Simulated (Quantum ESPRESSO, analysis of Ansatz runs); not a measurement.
# A hop of O in Al2O3 (R-3c), charge 0 (Quantum ESPRESSO), part 3 of 3

Aim: the barrier of one jump in Al2O3 (R-3c) at charge 0: V_O hop (2.6 Å). The model is a cell of 80 host atoms with 1 O taken out; O is the atom that moves.

Quantum ESPRESSO 7.5; Quantum ESPRESSO plane-wave DFT, PBEsol, GBRV 1.5 PBEsol potentials; nudged elastic band between two relaxed defect structures.

So far: The starting structure; Relaxation of the start point, charge 0; Relaxation of the end point, charge 0.

## (4) Nudged elastic band, charge 0

3 movable images are laid between the ends by interpolation. Each image feels the true force across the path and a spring force along it. The highest image is set to climb to the top of the path.

This step: Quantum ESPRESSO plane-wave DFT, PBEsol, GBRV 1.5 PBEsol potentials; nudged elastic band between two relaxed defect structures.

neb.in reads:

```
BEGIN
BEGIN_PATH_INPUT
&PATH
  restart_mode = 'from_scratch'
  string_method = 'neb'
  nstep_path = 45
  ds = 1.5
  opt_scheme = 'broyden'
  num_of_images = 5
  k_max = 0.3
  k_min = 0.2
  CI_scheme = 'auto'
  path_thr = 0.06
/
END_PATH_INPUT
BEGIN_ENGINE_INPUT
&CONTROL
  prefix = 'pwscf'
  outdir = './tmp'
  pseudo_dir = './pseudo'
  disk_io = 'low'
/
&SYSTEM
  ibrav = 0
  nat = 79
  ntyp = 2
  ecutwfc = 36
  ecutrho = 288
  nbnd = 193
  occupations = 'fixed'
  nosym = .true.
/
&ELECTRONS
  conv_thr = 8d-08
  electron_maxstep = 100
  mixing_beta = 0.5
/
ATOMIC_SPECIES
Al    26.9815 al_pbesol_v1.uspp.F.UPF
O     15.9990 o_pbesol_v1.2.uspp.F.UPF
CELL_PARAMETERS angstrom
   4.7750098370    2.7568532677    8.6755442072
  -4.7750098370    2.7568532677    8.6755442072
   0.0000000000   -5.5137065355    8.6755442072
BEGIN_POSITIONS
FIRST_IMAGE
ATOMIC_POSITIONS crystal
Al     0.3233382539    0.3255526975    0.3244133265
Al     0.4358350398    0.4203294504    0.4277178027
Al     0.0730508238    0.0747631846    0.0738523994
Al     0.1728603010    0.1786041226    0.1768970582
O      0.2209948495    0.0289434061    0.3748964698
O      0.4710671519    0.1260649052    0.2779595453
O      0.0257675112    0.3762169090    0.2228639099
O      0.3739815439    0.2226188274    0.0277458031
O      0.1242591813    0.2778386765    0.4727891483
O      0.2774202874    0.4724107188    0.1251369292
Al     0.3229155939    0.3250195400    0.8238717293
Al     0.4249065483    0.4267082370    0.9266452206
Al     0.0735744162    0.0742832383    0.5739460481
Al     0.1749033147    0.1766626039    0.6763004822
O      0.2215840547    0.0289221798    0.8746681544
O      0.4724832547    0.1268256033    0.7756038125
O      0.0276815828    0.3756616000    0.7216424759
O      0.3754969160    0.2216833742    0.5277283380
O      0.1240615901    0.2790161090    0.9718267464
O      0.2785343981    0.4718315192    0.6247892922
Al     0.3231374957    0.8249350355    0.3236427483
Al     0.4253566006    0.9269794867    0.4258959695
Al     0.0728015540    0.5739879762    0.0745237910
Al     0.1757072320    0.6760368101    0.1765990058
O      0.2227044675    0.5278117410    0.3743794274
O      0.4717719115    0.6259015372    0.2774843297
O      0.0271355511    0.8756460029    0.2217962115
O      0.3743169775    0.7226855323    0.0278149820
O      0.1244810390    0.7787348837    0.4716396813
O      0.2767396755    0.9733613008    0.1247645502
Al     0.3231906882    0.8241149605    0.8240849552
Al     0.4249989169    0.9265033631    0.9264143800
Al     0.0755499383    0.5737150448    0.5720462645
Al     0.1754327750    0.6767072526    0.6757537894
O      0.2213386630    0.5287498245    0.8749096208
O      0.4714369476    0.6251677410    0.7780791130
O      0.0269372130    0.8758226721    0.7217446629
O      0.3741185309    0.7228041539    0.5281050730
O      0.1243125028    0.7784853087    0.9721009613
O      0.2774496315    0.9722075093    0.6252667303
Al     0.8123316436    0.3228605429    0.3304712410
Al     0.9252829792    0.4260639417    0.4250016784
Al     0.5725892323    0.0747308804    0.0744444827
Al     0.6756354029    0.1766536245    0.1756993724
O      0.7208499962    0.0299063640    0.3752011934
O      0.9698942349    0.1258632839    0.2787073918
O      0.5286025591    0.3750257302    0.2213388847
O      0.8744617636    0.2226166573    0.0275878351
O      0.7766201097    0.4731203598    0.1247379019
Al     0.8232663324    0.3247773108    0.8234462541
Al     0.9254048895    0.4268980362    0.9257559378
Al     0.5729053031    0.0728481843    0.5748919840
Al     0.6756743071    0.1755246600    0.6782134521
O      0.7211196296    0.0281434383    0.8757502154
O      0.9710466128    0.1253675753    0.7783546630
O      0.5276059138    0.3753853262    0.7206820069
O      0.8729530143    0.2227704028    0.5289576304
O      0.6243009399    0.2786419572    0.9713178292
O      0.7775175703    0.4725906484    0.6244300002
Al     0.8236267279    0.8238993458    0.3238122592
Al     0.9255726240    0.9266367779    0.4256130589
Al     0.5730578977    0.5746150733    0.0739088716
Al     0.6753646822    0.6765802711    0.1760803595
O      0.7197111570    0.5290261229    0.3756957183
O      0.9709715449    0.6253865390    0.2782639626
O      0.5273239457    0.8757419464    0.2219261371
O      0.8742010880    0.7226718696    0.0280670763
O      0.6242698343    0.7791201442    0.4719400768
O      0.7772548954    0.9725695346    0.1253351495
Al     0.8235911690    0.8240704426    0.8242008923
Al     0.9255039936    0.9263418337    0.9265605058
Al     0.5729525366    0.5747339424    0.5740232377
Al     0.6760066496    0.6762708277    0.6757567677
O      0.7212395328    0.5287107778    0.8747454872
O      0.9716878209    0.6258027730    0.7772768126
O      0.5275118013    0.8750614157    0.7222415266
O      0.8746730413    0.7227943345    0.5277847525
O      0.6242610193    0.7794192965    0.9712615195
O      0.7762383974    0.9748368942    0.6238204663
INTERMEDIATE_IMAGE
ATOMIC_POSITIONS crystal
Al     0.3233774327    0.3252354084    0.3242013780
Al     0.4327910548    0.4221901973    0.4272126262
[... 77 atom lines left out ...]
INTERMEDIATE_IMAGE
ATOMIC_POSITIONS crystal
Al     0.3236896009    0.3250025942    0.3240111731
Al     0.4305179925    0.4235911485    0.4268280632
[... 77 atom lines left out ...]
INTERMEDIATE_IMAGE
ATOMIC_POSITIONS crystal
Al     0.3238110222    0.3247629317    0.3238241363
Al     0.4281063770    0.4250742073    0.4264133292
[... 77 atom lines left out ...]
LAST_IMAGE
ATOMIC_POSITIONS crystal
Al     0.3238533822    0.3244828191    0.3235235365
Al     0.4251037531    0.4268968229    0.4259280113
[... 4 atom lines left out ...]
O      0.0263738520    0.3743413525    0.2242115013
[... 8 atom lines left out ...]
O      0.4729463793    0.1250774055    0.7769810463
[... 24 atom lines left out ...]
Al     0.8230187217    0.3256388852    0.3218454199
Al     0.9258878967    0.4285072553    0.4249104145
[... 3 atom lines left out ...]
O      0.9710506842    0.1259099565    0.2791025100
[... 5 atom lines left out ...]
Al     0.5735937017    0.0751343009    0.5748153962
Al     0.6862842227    0.1783102320    0.6694981695
[... 2 atom lines left out ...]
O      0.5288163442    0.3753845124    0.7210619405
O      0.6257232789    0.2784557569    0.4709084208
[... 6 atom lines left out ...]
O      0.7226009993    0.5262506579    0.3760313585
[... 14 atom lines left out ...]
O      0.7789724920    0.9720405644    0.6241451778
END_POSITIONS
K_POINTS gamma
END_ENGINE_INPUT
END
```

On the command line:

```console
$ OMP_NUM_THREADS=1 mpirun -n 4 neb.x -ni 2 -inp neb.in > neb.out
```

The program printed:

```text
[shortened: banners, details of potentials and solvers, and blank lines are left out]
[banner, memory and clock lines left out]
     path-images division:  nimage    =       2
     initial path length           =  5.0856 bohr
     initial inter-image distance  =  1.2714 bohr
     string_method                 =    neb
     restart_mode                  =    from_scratch
     opt_scheme                    =    broyden
     num_of_images                 =    5
     nstep_path                    =    45
     CI_scheme                     =    auto
     first_last_opt                =    F
     use_freezing                  =    F
     ds                            =    1.5000 a.u.
     k_max                         =    0.3000 a.u.
     k_min                         =    0.2000 a.u.
     path_thr                      =    0.0600 eV / A
     ------------------------------ iteration   1 ------------------------------
     activation energy (->) =   5.428788 eV
     activation energy (<-) =   5.428767 eV
     image        energy (eV)        error (eV/A)        frozen
         1     -23655.4759631            0.017072            T
         2     -23652.6959321            3.505394            F
         3     -23650.0471752            2.606735            F
         4     -23652.6966322            3.530915            F
         5     -23655.4759424            0.018027            T
     climbing image =  3
     path length          =  5.086 bohr
     inter-image distance =  1.271 bohr
     ------------------------------ iteration   2 ------------------------------
     activation energy (->) =   4.924340 eV
     activation energy (<-) =   4.924319 eV
     image        energy (eV)        error (eV/A)        frozen
         1     -23655.4759631            0.017072            T
         2     -23652.9032341            1.407062            F
         3     -23650.5516231            0.833538            F
         4     -23652.9039721            1.435791            F
         5     -23655.4759424            0.018027            T
     climbing image =  3
     path length          =  5.258 bohr
[...]
------------------------------ iteration   3 ------------------------------
     activation energy (->) =   4.745316 eV
     activation energy (<-) =   4.745295 eV
     image        energy (eV)        error (eV/A)        frozen
         1     -23655.4759631            0.017072            T
         2     -23652.9238113            1.927683            F
         3     -23650.7306471            0.829365            F
         4     -23652.9245240            1.939849            F
         5     -23655.4759424            0.018027            T
     climbing image =  3
     path length          =  5.304 bohr
[...]
------------------------------ iteration   4 ------------------------------
     activation energy (->) =   4.632576 eV
     activation energy (<-) =   4.632555 eV
     image        energy (eV)        error (eV/A)        frozen
         1     -23655.4759631            0.017072            T
         2     -23652.9167466            1.991682            F
         3     -23650.8433872            0.317157            F
         4     -23652.9181318            1.953816            F
         5     -23655.4759424            0.018027            T
     climbing image =  3
     path length          =  5.491 bohr
[...]
------------------------------ iteration   5 ------------------------------
     activation energy (->) =   4.610033 eV
     activation energy (<-) =   4.610012 eV
     image        energy (eV)        error (eV/A)        frozen
         1     -23655.4759631            0.017072            T
         2     -23653.0167500            0.840956            F
         3     -23650.8659305            0.277824            F
         4     -23653.0174546            0.743959            F
         5     -23655.4759424            0.018027            T
     climbing image =  3
     path length          =  5.518 bohr
[...]
------------------------------ iteration   6 ------------------------------
     activation energy (->) =   4.602290 eV
     activation energy (<-) =   4.602269 eV
     image        energy (eV)        error (eV/A)        frozen
         1     -23655.4759631            0.017072            T
         2     -23653.0517411            0.262685            F
         3     -23650.8736731            0.187877            F
         4     -23653.0538114            0.161085            F
         5     -23655.4759424            0.018027            T
     climbing image =  3
     path length          =  5.510 bohr
[...]
------------------------------ iteration   7 ------------------------------
     activation energy (->) =   4.589993 eV
     activation energy (<-) =   4.589972 eV
     image        energy (eV)        error (eV/A)        frozen
         1     -23655.4759631            0.017072            T
         2     -23653.0646634            0.117579            F
         3     -23650.8859699            0.346135            F
         4     -23653.0707211            0.124187            F
         5     -23655.4759424            0.018027            T
     climbing image =  3
     path length          =  5.543 bohr
[...]
------------------------------ iteration   8 ------------------------------
     activation energy (->) =   4.588571 eV
     activation energy (<-) =   4.588550 eV
     image        energy (eV)        error (eV/A)        frozen
         1     -23655.4759631            0.017072            T
         2     -23653.0714453            0.187438            F
         3     -23650.8873920            0.790249            F
         4     -23653.0781307            0.288679            F
         5     -23655.4759424            0.018027            T
     climbing image =  3
     path length          =  5.566 bohr
[...]
------------------------------ iteration   9 ------------------------------
     activation energy (->) =   4.590870 eV
     activation energy (<-) =   4.590849 eV
     image        energy (eV)        error (eV/A)        frozen
         1     -23655.4759631            0.017072            T
         2     -23653.0755228            0.263321            F
         3     -23650.8850929            1.051883            F
         4     -23653.0793724            0.369949            F
         5     -23655.4759424            0.018027            T
     climbing image =  3
     path length          =  5.575 bohr
[...]
------------------------------ iteration  10 ------------------------------
     activation energy (->) =   4.580309 eV
     activation energy (<-) =   4.580289 eV
     image        energy (eV)        error (eV/A)        frozen
         1     -23655.4759631            0.017072            T
         2     -23653.0800169            0.071559            F
         3     -23650.8956538            0.212614            F
         4     -23653.0826003            0.051243            F
         5     -23655.4759424            0.018027            T
     climbing image =  3
     path length          =  5.588 bohr
[...]
------------------------------ iteration  11 ------------------------------
     activation energy (->) =   4.579064 eV
     activation energy (<-) =   4.579043 eV
     image        energy (eV)        error (eV/A)        frozen
         1     -23655.4759631            0.017072            T
         2     -23653.0833885            0.028499            F
         3     -23650.8968993            0.022569            F
         4     -23653.0826372            0.029463            F
         5     -23655.4759424            0.018027            T
     climbing image =  3
     path length          =  5.592 bohr
     inter-image distance =  1.398 bohr
     neb: convergence achieved in  11 iterations
```

The job ended after 32 min (4 MPI ranks of Intel Xeon Platinum 8259CL at 2.50GHz (Skylake/Cascade Lake), shared host; peak memory 1.7 GiB; 2.2 h of CPU time).

Images along the path:

| image | path (Å) | energy (eV) | O57: x, y, z (Å) |
| --- | --- | --- | --- |
| 0 | 0.000 | 0.0000 | 3.105, 0.104, 14.095 |
| 1 | 0.813 | 2.3926 | 2.735, 0.055, 13.525 |
| 2 | 1.479 | 4.5791 | 2.382, 0.000, 13.012 |
| 3 | 2.146 | 2.3933 | 2.028, -0.054, 12.499 |
| 4 | 2.959 | 0.0000 | 1.658, -0.104, 11.930 |

This step gave:

```yaml
barrier_forward: 4.579 eV
barrier_backward: 4.579 eV
end_less_start: 2.08e-5 eV
hop_length: 2.612 Å
```

The band met its tolerance of 0.06 eV/Å after 11 iterations, with image 2 on top (the start counts as 0). O57, which moves farthest between the ends, has 4 Al at 1.85 to 1.98 Å nearest at the start and 2 Al at 1.66 Å at the top.

## (5) Outcome

- barrier forward: 4.58 eV
- barrier backward: 4.58 eV
- end less start: 0.00 eV
- hop length: 2.61 Å
- band iterations, as the log counts them: 11

**Reading.** The top of the band lies 4.58 eV above the start and 4.58 eV above the end, which are alike in energy and neighbours. With an assumed prefactor of 1e13 per second it gives one hop a second along this one path at about 1780 K; whether such hops link up through the crystal wasn't checked. At the top O57 stands 1.66 Å from its nearest Al, 0.19 Å closer than at the start. The order of the top as a saddle was not checked for all atoms, so a bent path could be lower. Keep in mind: sampling at the zone centre alone can move energies of charged and open-shell states by tenths of an eV or more in cells of this size. The cutoff of 36 Ry is under the 40 Ry advised for these potentials.

[Logs are printed without paths, hosts, clocks, repeated set-up lines and the standing remarks that a program may print on its own settings, such as how far it seeks lower states.]

[Hosts, paths, dates, database ids (printed as entryN), source tags and the programs' standing remarks are cut or masked in the printed files.]
